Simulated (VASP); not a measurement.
# Ga: accuracy against cost in the smearing and plane-wave cutoff, part 2 of 3

A convergence test on Ga: the smearing and plane-wave cutoff. The series runs use r2SCAN. The start is a computed cell from the Materials Project.

VASP 6.6.1; r2SCAN; plane waves and PAW (Ga_d).

Still holding for the runs below: The k-mesh is coarse for a metal.

So far. Step 6 (Smearing: ISMEAR = 0, SIGMA = 0.5): Against the run before the energy at zero width moves by -2.20 meV an atom and the pressure by +0.20 GPa, after 13 cycles in 59 s. The entropy term T·S comes to 49.10 meV an atom in size.

The starting crystal is not the ambient structure of Ga (space group No. 64); it is a model or a phase of other conditions.

## (7) Smearing: ISMEAR = 1, SIGMA = 0.01

INCAR

```
SYSTEM = Ga
PREC = Accurate
ENCUT = 400
EDIFF = 1E-06
NELM = 100
ISMEAR = 1
SIGMA = 0.01
LREAL = .FALSE.
ALGO = Normal
METAGGA = R2SCAN
LASPH = .TRUE.
NBANDS = 19
LORBIT = 11
LWAVE = .FALSE.
LCHARG = .FALSE.
KPAR = 2
ISIF = 2
```

POSCAR

```
Ga
1.0
    2.7784220849      0.0000000000      0.0000000000
    0.0000000000      3.2816087900      0.0000000000
   -1.3434310986      0.0000000000      3.9902731763
Ga
2
Direct
    0.8621640000      0.2476030000      0.2268990000
    0.1268730000      0.7572700000      0.7678540000
```

KPOINTS

```
Automatic mesh
0
Gamma
8 7 6
0 0 0
```

The projector-augmented-wave data sets are Ga_d (PBE family, release 64).

Run with:

```console
> mpirun -np 2 vasp_std
```

Log:

```text
[... set-up lines as in an earlier step ...]
 entering main loop
       N       E                     dE             d eps       ncg     rms          rms(c)
DAV:   1     0.964084251809E+02    0.96408E+02   -0.12020E+04  6821   0.231E+03
DAV:   2    -0.160620518837E+02   -0.11247E+03   -0.11037E+03  6663   0.347E+02
DAV:   3    -0.250275662895E+02   -0.89655E+01   -0.89204E+01  7362   0.881E+01
DAV:   4    -0.251482695714E+02   -0.12070E+00   -0.12064E+00  7444   0.114E+01
[...]
DAV:  11    -0.226914154013E+02    0.49750E-04   -0.86371E-05  7913   0.159E-01    0.593E-03
DAV:  12    -0.226914150858E+02    0.31554E-06   -0.17822E-05  8812   0.637E-02    0.104E-03
DAV:  13    -0.226914152036E+02   -0.11783E-06   -0.66171E-07  4263   0.844E-03
   1 F= -.22691415E+02 E0= -.22691407E+02  d E =-.246651E-04
```

It took 60 s on 2 MPI ranks of Intel Xeon 6975P-C (Granite Rapids), shared host; peak memory 0.34 GiB.

From OUTCAR (step 7):

```text
  Total       -0.4999958      0.0273437      0.0170378     -0.0212470      0.0218042     -0.1666601
  in kB      -22.0185772      1.2041506      0.7503008     -0.9356632      0.9602052     -7.3392976
  external PRESSURE =      -6.6880419 kB  Pullay stress =       0.0000000 kB

 POSITION                                       TOTAL-FORCE (eV/Angst)
 -----------------------------------------------------------------------------------
      2.09063      0.81254      0.90539        -0.011524      0.036523      0.141464
     -0.67905      2.48506      3.06395         0.011524     -0.036523     -0.141464
 -----------------------------------------------------------------------------------
    total drift:                               -0.000696      0.000300     -0.000411

  FREE ENERGIE OF THE ION-ELECTRON SYSTEM (eV)
  ---------------------------------------------------
  free  energy   TOTEN  =       -22.6914152036 eV

  energy  without entropy=      -22.6913905385  energy(sigma->0) =      -22.69140698

[... 2 parts as in an earlier step ...]

[... 1 further part left out ...]
[key lines of the parts left out:]
E-fermi :   5.9405
```

Against the first of the series the energy at zero width moves by +0.01 meV an atom and the pressure by -0.02 GPa, after 13 cycles in 60 s. The entropy term T·S comes to 0.01 meV an atom in size.

## (8) Smearing: ISMEAR = 1, SIGMA = 0.05

INCAR: that of step 7 with these lines changed.

```diff
@@ -6,3 +6,3 @@
 ISMEAR = 1
-SIGMA = 0.01
+SIGMA = 0.05
 LREAL = .FALSE.
```

POSCAR is that of step 7.

KPOINTS is that of step 7.

Run with:

```console
> mpirun -np 2 vasp_std
```

Log:

```text
[... set-up lines as in an earlier step ...]
 entering main loop
       N       E                     dE             d eps       ncg     rms          rms(c)
DAV:   1     0.964083806308E+02    0.96408E+02   -0.12020E+04  6821   0.231E+03
DAV:   2    -0.160621494249E+02   -0.11247E+03   -0.11037E+03  6663   0.347E+02
DAV:   3    -0.250276687961E+02   -0.89655E+01   -0.89225E+01  7362   0.881E+01
DAV:   4    -0.251484118512E+02   -0.12074E+00   -0.12065E+00  7444   0.114E+01
[...]
DAV:  11    -0.226915844713E+02    0.46015E-04   -0.77497E-05  8159   0.150E-01    0.534E-03
DAV:  12    -0.226915853278E+02   -0.85650E-06   -0.14633E-05  8730   0.584E-02    0.100E-03
DAV:  13    -0.226915853196E+02    0.81773E-08   -0.61136E-07  4209   0.849E-03
   1 F= -.22691585E+02 E0= -.22691488E+02  d E =-.291793E-03
```

Wall time 59 s (2 MPI ranks); peak memory 0.34 GiB.

Parts of OUTCAR (step 8):

```text
  Total       -0.4285513     -0.0176969     -0.0008274     -0.0117085      0.0074835     -0.1552077
  in kB      -18.8723402     -0.7793293     -0.0364352     -0.5156120      0.3295568     -6.8349629
  external PRESSURE =      -6.5627016 kB  Pullay stress =       0.0000000 kB

 POSITION                                       TOTAL-FORCE (eV/Angst)
 -----------------------------------------------------------------------------------
      2.09063      0.81254      0.90539        -0.005602      0.035633      0.127088
     -0.67905      2.48506      3.06395         0.005602     -0.035633     -0.127088
 -----------------------------------------------------------------------------------
    total drift:                               -0.000697      0.000300     -0.000412

  FREE ENERGIE OF THE ION-ELECTRON SYSTEM (eV)
  ---------------------------------------------------
  free  energy   TOTEN  =       -22.6915853196 eV

  energy  without entropy=      -22.6912935263  energy(sigma->0) =      -22.69148806

[... 2 parts as in an earlier step ...]

[... 1 further part left out ...]
[key lines of the parts left out:]
E-fermi :   5.9316
```

Against the run before the energy at zero width moves by -0.04 meV an atom and the pressure by +0.01 GPa, after 13 cycles in 59 s. The entropy term T·S comes to 0.15 meV an atom in size.

## (9) Smearing: ISMEAR = 1, SIGMA = 0.1

INCAR: that of step 8 with these lines changed.

```diff
@@ -6,3 +6,3 @@
 ISMEAR = 1
-SIGMA = 0.05
+SIGMA = 0.1
 LREAL = .FALSE.
```

POSCAR is that of step 8.

KPOINTS is that of step 8.

Run with:

```console
> mpirun -np 2 vasp_std
```

Log:

```text
[... set-up lines as in an earlier step ...]
 entering main loop
       N       E                     dE             d eps       ncg     rms          rms(c)
DAV:   1     0.964084618730E+02    0.96408E+02   -0.12020E+04  6821   0.231E+03
DAV:   2    -0.160621502902E+02   -0.11247E+03   -0.11038E+03  6663   0.347E+02
DAV:   3    -0.250280957809E+02   -0.89659E+01   -0.89224E+01  7362   0.881E+01
DAV:   4    -0.251489101358E+02   -0.12081E+00   -0.12073E+00  7444   0.114E+01
[...]
DAV:  11    -0.226920378053E+02    0.50572E-04   -0.10062E-04  8071   0.171E-01    0.364E-03
DAV:  12    -0.226920426057E+02   -0.48004E-05   -0.75531E-06  8200   0.358E-02    0.529E-04
DAV:  13    -0.226920423600E+02    0.24566E-06   -0.27182E-07  4182   0.534E-03
   1 F= -.22692042E+02 E0= -.22691637E+02  d E =-.121558E-02
```

Run time: 60 s. Hardware: 2 MPI ranks; peak memory 0.35 GiB.

From OUTCAR (step 9):

```text
  Total       -0.4308963      0.0038513     -0.0107892     -0.0013444      0.0006792     -0.1265105
  in kB      -18.9756085      0.1696002     -0.4751282     -0.0592049      0.0299102     -5.5712116
  external PRESSURE =      -6.4270455 kB  Pullay stress =       0.0000000 kB

 POSITION                                       TOTAL-FORCE (eV/Angst)
 -----------------------------------------------------------------------------------
      2.09063      0.81254      0.90539        -0.001452      0.035469      0.116478
     -0.67905      2.48506      3.06395         0.001452     -0.035469     -0.116478
 -----------------------------------------------------------------------------------
    total drift:                               -0.000697      0.000299     -0.000413

  FREE ENERGIE OF THE ION-ELECTRON SYSTEM (eV)
  ---------------------------------------------------
  free  energy   TOTEN  =       -22.6920423600 eV

  energy  without entropy=      -22.6908267777  energy(sigma->0) =      -22.69163717

[... 2 parts as in an earlier step ...]

[... 1 further part left out ...]
[key lines of the parts left out:]
E-fermi :   5.9276
```

Against the run before the energy at zero width moves by -0.07 meV an atom and the pressure by +0.01 GPa, after 13 cycles in 60 s. The entropy term T·S comes to 0.61 meV an atom in size.

## (10) Smearing: ISMEAR = 1, SIGMA = 0.2

INCAR: that of step 9 with these lines changed.

```diff
@@ -6,3 +6,3 @@
 ISMEAR = 1
-SIGMA = 0.1
+SIGMA = 0.2
 LREAL = .FALSE.
```

POSCAR is that of step 9.

KPOINTS is that of step 9.

Run with:

```console
> mpirun -np 2 vasp_std
```

Log:

```text
[... set-up lines as in an earlier step ...]
 entering main loop
       N       E                     dE             d eps       ncg     rms          rms(c)
DAV:   1     0.964090389447E+02    0.96409E+02   -0.12020E+04  6821   0.231E+03
DAV:   2    -0.160632090637E+02   -0.11247E+03   -0.11038E+03  6663   0.347E+02
DAV:   3    -0.250291745507E+02   -0.89660E+01   -0.89215E+01  7362   0.881E+01
DAV:   4    -0.251500332211E+02   -0.12086E+00   -0.12078E+00  7444   0.114E+01
[...]
DAV:  11    -0.226933393507E+02    0.52673E-04   -0.10936E-04  8006   0.178E-01    0.320E-03
DAV:  12    -0.226933450659E+02   -0.57152E-05   -0.59895E-06  7257   0.290E-02    0.630E-04
DAV:  13    -0.226933447858E+02    0.28004E-06   -0.24644E-07  4200   0.606E-03
   1 F= -.22693345E+02 E0= -.22692488E+02  d E =-.257138E-02
```

The job ended after 57 s (2 MPI ranks; peak memory 0.34 GiB; 1.9 min of CPU time).

OUTCAR, selected parts (step 10):

```text
  Total       -0.5065262      0.1109846      0.0176224     -0.0009450      0.0029803     -0.0770065
  in kB      -22.3061599      4.8874892      0.7760474     -0.0416162      0.1312440     -3.3911744
  external PRESSURE =      -5.5475411 kB  Pullay stress =       0.0000000 kB

 POSITION                                       TOTAL-FORCE (eV/Angst)
 -----------------------------------------------------------------------------------
      2.09063      0.81254      0.90539         0.004210      0.036320      0.105614
     -0.67905      2.48506      3.06395        -0.004210     -0.036320     -0.105614
 -----------------------------------------------------------------------------------
    total drift:                               -0.000697      0.000300     -0.000414

  FREE ENERGIE OF THE ION-ELECTRON SYSTEM (eV)
  ---------------------------------------------------
  free  energy   TOTEN  =       -22.6933447858 eV

  energy  without entropy=      -22.6907734072  energy(sigma->0) =      -22.69248766

[... 2 parts as in an earlier step ...]

[... 1 further part left out ...]
[key lines of the parts left out:]
E-fermi :   5.9176
```

Against the run before the energy at zero width moves by -0.43 meV an atom and the pressure by +0.09 GPa, after 13 cycles in 57 s. The entropy term T·S comes to 1.29 meV an atom in size.

## (11) Smearing: ISMEAR = 1, SIGMA = 0.5

INCAR: that of step 10 with these lines changed.

```diff
@@ -6,3 +6,3 @@
 ISMEAR = 1
-SIGMA = 0.2
+SIGMA = 0.5
 LREAL = .FALSE.
```

POSCAR is that of step 10.

KPOINTS is that of step 10.

Run with:

```console
> mpirun -np 2 vasp_std
```

Log:

```text
[... set-up lines as in an earlier step ...]
 entering main loop
       N       E                     dE             d eps       ncg     rms          rms(c)
DAV:   1     0.964104802882E+02    0.96410E+02   -0.12020E+04  6821   0.231E+03
DAV:   2    -0.160681720639E+02   -0.11248E+03   -0.11038E+03  6663   0.347E+02
DAV:   3    -0.250335363157E+02   -0.89654E+01   -0.89232E+01  7362   0.881E+01
DAV:   4    -0.251543465274E+02   -0.12081E+00   -0.12075E+00  7444   0.114E+01
[...]
DAV:  11    -0.226973693976E+02    0.52847E-04   -0.10927E-04  8032   0.178E-01    0.330E-03
DAV:  12    -0.226973752428E+02   -0.58453E-05   -0.63912E-06  7460   0.309E-02    0.615E-04
DAV:  13    -0.226973748342E+02    0.40861E-06   -0.26648E-07  4177   0.622E-03
   1 F= -.22697375E+02 E0= -.22694084E+02  d E =-.987214E-02
```

Elapsed: 60 s, on 2 MPI ranks; peak memory 0.34 GiB.

From OUTCAR (step 11):

```text
  Total       -0.5991497      0.1565874      0.1022640     -0.0032603      0.0069314     -0.0807726
  in kB      -26.3850704      6.8957240      4.5034528     -0.1435774      0.3052408     -3.5570251
  external PRESSURE =      -4.9952979 kB  Pullay stress =       0.0000000 kB

 POSITION                                       TOTAL-FORCE (eV/Angst)
 -----------------------------------------------------------------------------------
      2.09063      0.81254      0.90539        -0.005955      0.039329      0.106293
     -0.67905      2.48506      3.06395         0.005955     -0.039329     -0.106293
 -----------------------------------------------------------------------------------
    total drift:                               -0.000696      0.000300     -0.000414

  FREE ENERGIE OF THE ION-ELECTRON SYSTEM (eV)
  ---------------------------------------------------
  free  energy   TOTEN  =       -22.6973748342 eV

  energy  without entropy=      -22.6875026900  energy(sigma->0) =      -22.69408412

[... 2 parts as in an earlier step ...]

[... 1 further part left out ...]
[key lines of the parts left out:]
E-fermi :   5.8824
```

Against the run before the energy at zero width moves by -0.80 meV an atom and the pressure by +0.06 GPa, after 13 cycles in 60 s. The entropy term T·S comes to 4.94 meV an atom in size.

## (12) Smearing: ISMEAR = -5

INCAR: that of step 11 with these lines changed.

```diff
@@ -5,4 +5,4 @@
 NELM = 100
-ISMEAR = 1
-SIGMA = 0.5
+ISMEAR = -5
+SIGMA = 0.05
 LREAL = .FALSE.
```

POSCAR is that of step 11.

KPOINTS is that of step 11.

Run with:

```console
> mpirun -np 2 vasp_std
```

Log:

```text
[... set-up lines as in an earlier step ...]
 entering main loop
       N       E                     dE             d eps       ncg     rms          rms(c)
DAV:   1     0.964252258398E+02    0.96425E+02   -0.12020E+04  6821   0.231E+03
DAV:   2    -0.160823472846E+02   -0.11251E+03   -0.11044E+03  6663   0.347E+02
DAV:   3    -0.250498061535E+02   -0.89675E+01   -0.89320E+01  7362   0.881E+01
DAV:   4    -0.251705680682E+02   -0.12076E+00   -0.12109E+00  7444   0.114E+01
[...]
DAV:  12    -0.227145914453E+02   -0.56441E-05   -0.45215E-06  6553   0.236E-02    0.178E-03
DAV:  13    -0.227145893844E+02    0.20608E-05   -0.10330E-06  4202   0.174E-02    0.192E-04
DAV:  14    -0.227145891045E+02    0.27994E-06   -0.10084E-07  3740   0.377E-03
   1 F= -.22714589E+02 E0= -.22714589E+02  d E =0.000000E+00
 -----------------------------------------------------------------------------
|                                                                             |
|           W    W    AA    RRRRR   N    N  II  N    N   GGGG   !!!           |
|           W    W   A  A   R    R  NN   N  II  NN   N  G    G  !!!           |
|           W    W  A    A  R    R  N N  N  II  N N  N  G       !!!           |
|           W WW W  AAAAAA  RRRRR   N  N N  II  N  N N  G  GGG   !            |
|           WW  WW  A    A  R   R   N   NN  II  N   NN  G    G                |
|           W    W  A    A  R    R  N    N  II  N    N   GGGG   !!!           |
|                                                                             |
|     Tetrahedron method does not include variations of the Fermi             |
|     occupations, so forces and stress will be inaccurate. We suggest        |
|     using a different smearing scheme ISMEAR = 1 or 2 for metals in         |
|     relaxations.                                                            |
|                                                                             |
 -----------------------------------------------------------------------------
```

Wall time 64 s (2 MPI ranks); peak memory 0.35 GiB.

From OUTCAR (step 12):

```text
  Total       -0.3623629     -0.0723832     -0.0098208      0.0180400     -0.0024152     -0.0822891
  in kB      -15.9575677     -3.1875759     -0.4324853      0.7944388     -0.1063575     -3.6238103
  external PRESSURE =      -6.5258763 kB  Pullay stress =       0.0000000 kB

 POSITION                                       TOTAL-FORCE (eV/Angst)
 -----------------------------------------------------------------------------------
      2.09063      0.81254      0.90539        -0.012180      0.035835      0.032849
     -0.67905      2.48506      3.06395         0.012180     -0.035835     -0.032849
 -----------------------------------------------------------------------------------
    total drift:                               -0.000708      0.000294     -0.000416

  FREE ENERGIE OF THE ION-ELECTRON SYSTEM (eV)
  ---------------------------------------------------
  free  energy   TOTEN  =       -22.7145891045 eV

  energy  without entropy=      -22.7145891045  energy(sigma->0) =      -22.71458910

[... 2 parts as in an earlier step ...]

[... 1 further part left out ...]
[key lines of the parts left out:]
E-fermi :   5.7946
```

With tetrahedra the forces and stress of a metal are not exact derivatives of the energy.

Against the first of the series the energy at zero width moves by -11.58 meV an atom and the pressure by -0.01 GPa, after 14 cycles in 64 s.

## (13) The smearing series as a table

This step: convergence of r2SCAN results with the smearing; plane waves and PAW (VASP 6.6.1).

Derived from the runs above.

One cell and one 8×7×6 mesh. Free energy against width, by row:

```tsv
Gaussian width σ (eV)	free energy less that at the narrowest width (meV/atom)
0.01	0
0.05	-0.55
0.1	-1.84
0.2	-5.77
0.5	-27.76
```

Differences are taken from the run with ISMEAR = 0, SIGMA = 0.01. Results of the series, by row:

```tsv
setting	status	energy less the reference (meV/atom)	pressure (GPa)	largest force difference (meV/Å)	SCF cycles	wall time (s)
ISMEAR = 0, SIGMA = 0.01	converged	0	-0.6462	0	13	60
ISMEAR = 0, SIGMA = 0.05	converged	-0.0866	-0.6397	18.95	13	60
ISMEAR = 0, SIGMA = 0.1	converged	-0.3321	-0.5731	29.35	13	62
ISMEAR = 0, SIGMA = 0.2	converged	-1.045	-0.5015	34.81	13	60
ISMEAR = 0, SIGMA = 0.5	converged	-3.241	-0.3001	43.71	13	59
ISMEAR = 1, SIGMA = 0.01	converged	0.007775	-0.6688	2.387	13	60
ISMEAR = 1, SIGMA = 0.05	converged	-0.03277	-0.6563	11.99	13	59
ISMEAR = 1, SIGMA = 0.1	converged	-0.1073	-0.6427	22.6	13	60
ISMEAR = 1, SIGMA = 0.2	converged	-0.5326	-0.5548	33.46	13	57
ISMEAR = 1, SIGMA = 0.5	converged	-1.331	-0.4995	32.78	13	60
ISMEAR = -5	converged	-11.58	-0.6526	106.2	14	64
```

## (14) Plane-wave cutoff: ENCUT = 170

This step: r2SCAN; plane waves and PAW (Ga_d) (VASP 6.6.1).

The basis grows with ENCUT, and energy and stress both move with it.

INCAR: that of step 12 with these lines changed.

```diff
@@ -2,6 +2,6 @@
 PREC = Accurate
-ENCUT = 400
+ENCUT = 170
 EDIFF = 1E-06
 NELM = 100
-ISMEAR = -5
+ISMEAR = -1
 SIGMA = 0.05
```

POSCAR is that of step 12.

KPOINTS is that of step 12.

Run with:

```console
> mpirun -np 2 vasp_std
```

Log:

```text
[... set-up lines as in an earlier step ...]
 entering main loop
       N       E                     dE             d eps       ncg     rms          rms(c)
DAV:   1     0.551960591137E+02    0.55196E+02   -0.79419E+03  7368   0.104E+03
DAV:   2    -0.180421125110E+02   -0.73238E+02   -0.71935E+02  6802   0.204E+02
DAV:   3    -0.206606261871E+02   -0.26185E+01   -0.26131E+01  7464   0.388E+01
DAV:   4    -0.206762505207E+02   -0.15624E-01   -0.15620E-01  7300   0.312E+00
DAV:   5    -0.206765016913E+02   -0.25117E-03   -0.25116E-03  7190   0.369E-01    0.374E+00
DAV:   6    -0.169515953574E+02    0.37249E+01   -0.29343E+00  7066   0.216E+01    0.941E-01
DAV:   7    -0.169699637973E+02   -0.18368E-01   -0.15312E-01  7127   0.358E+00    0.382E-01
DAV:   8    -0.169801942750E+02   -0.10230E-01   -0.12376E-02  7622   0.103E+00    0.112E-01
DAV:   9    -0.169795076874E+02    0.68659E-03   -0.30659E-03  6885   0.623E-01    0.210E-02
DAV:  10    -0.169794813415E+02    0.26346E-04   -0.15215E-04  7390   0.105E-01    0.973E-03
DAV:  11    -0.169794624330E+02    0.18908E-04   -0.48013E-05  6883   0.803E-02    0.198E-03
DAV:  12    -0.169794601619E+02    0.22711E-05   -0.92567E-07  4913   0.852E-03    0.726E-04
DAV:  13    -0.169794604716E+02   -0.30961E-06   -0.12812E-07  3608   0.372E-03
   1 F= -.16979460E+02 E0= -.16974873E+02  d E =-.917515E-02
```

The job ended after 17 s (2 MPI ranks; peak memory 0.23 GiB; 32 s of CPU time).

Parts of OUTCAR (step 14):

```text
   ENCUT  =  170.0 eV  12.49 Ry    3.53 a.u.   2.95  3.49  4.48*2*pi/ulx,y,z

   NELECT =      26.0000    total number of electrons

 E-fermi :   5.8631

 k-point     1 :       0.0000    0.0000    0.0000
  band No.  band energies     occupation
    ...
      9     -10.9368      2.00000
     10     -10.6175      2.00000
     11      -6.1351      2.00000
     12       3.5195      2.00000
     13       4.1678      2.00000
     14       7.6600      0.00000
     15      11.6081      0.00000
     16      15.3256      0.00000
     17      16.5056      0.00000
     18      16.8767      0.00000
    ...

  Total      -56.5829767    -56.1401461    -56.1217835     -0.0208492     -0.0648284      0.0659056
  in kB    -2491.7743801  -2472.2732152  -2471.4645708     -0.9181492     -2.8548834      2.9023207
  external PRESSURE =   -2478.5040554 kB  Pullay stress =       0.0000000 kB

 POSITION                                       TOTAL-FORCE (eV/Angst)
 -----------------------------------------------------------------------------------
      2.09063      0.81254      0.90539         0.074135     -0.109383      0.513002
     -0.67905      2.48506      3.06395        -0.074135      0.109383     -0.513002
 -----------------------------------------------------------------------------------
    total drift:                                0.000783     -0.000961      0.000481

  FREE ENERGIE OF THE ION-ELECTRON SYSTEM (eV)
  ---------------------------------------------------
  free  energy   TOTEN  =       -16.9794604716 eV

  energy  without entropy=      -16.9702853217  energy(sigma->0) =      -16.97487290

[... 6 parts as in an earlier step ...]

[... 10 further parts left out ...]
```

Numbers from this step:

* SCF cycles: 13
* free energy (TOTEN): -16.98 eV
* energy at zero smearing: -16.97 eV
* Fermi energy: 5.863 eV
* pressure: -247.9 GPa

The series starts at -8.4874 eV an atom and -247.85 GPa, after 13 cycles in 17 s.

(Continued in part 3 of 3.)

[Lines on the potential files, build, host, timing and source positions are cut from VASP's logs without a mark.]

[Logs are printed without paths, hosts, clocks, repeated set-up lines and the standing remarks that a program may print on its own settings, such as how far it seeks lower states.]

[Hosts, paths, dates, database ids (printed as entryN), source tags and the programs' standing remarks are cut or masked in the printed files.]

[A measured line is paired with the nearest computed mode of its activity, which favours agreement.]

[In band tables of VASP the shares of atoms and orbitals are scaled to a sum of 1 inside the atoms' spheres.]
